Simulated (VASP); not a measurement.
# Al: relaxation of cell and atoms with PBE

Crystal: Al.

```xyz
1
Lattice="0.0000 2.0196 2.0196 2.0196 0.0000 2.0196 2.0196 2.0196 0.0000" Properties=species:S:1:pos:R:3 pbc="T T T"
Al    0.0000    0.0000    0.0000
```

The cell was built by a generator and needn't be a form met in nature.

```yaml
Program: VASP 6.6.1
Task: relaxation of cell and atoms
Functional: PBE
Potentials_or_basis: VASP PAW PBE potentials, release 64 (Al)
Cutoff: 600 eV
k_mesh: 16 × 16 × 16
Occupations: methfessel-paxton, width 0.1 eV
Spin: no spin polarisation
Further_INCAR_settings: ALGO = Normal; EDIFF = 1e-07; IBRION = 2; EDIFFG = -0.005; NSW = 90; ISIF = 3
```

The pressure after relaxing is 0.0 GPa. The band gap on the k mesh is none (metal or under the smearing width).

Final structure:
```
CELL_PARAMETERS angstrom
0.00000 2.01964 2.01964
2.01964 0.00000 2.01964
2.01964 2.01964 0.00000
ATOMIC_POSITIONS crystal
Al 0.00000 0.00000 0.00000
```

Levels at points of the mesh, in eV from the Fermi level:
```
           k point  band 1  band 2  band 3  band 4  band 5
(0.00, 0.00, 0.00)  -11.19   12.59   12.59   12.59   14.09
(0.50, 0.00, 0.00)   -4.64   -4.42   11.38   11.38   11.43
(0.50, 0.50, 0.00)   -2.97   -1.64    5.22    5.56    5.56
```

Wall time 6.1 s on 1 thread of Intel(R) Xeon(R) Platinum 8259CL CPU @ 2.50GHz (Skylake/Cascade Lake) (shared host), peak memory 0.14 GiB.

Caveat: the relaxation stopped at its first step, so nothing moved.
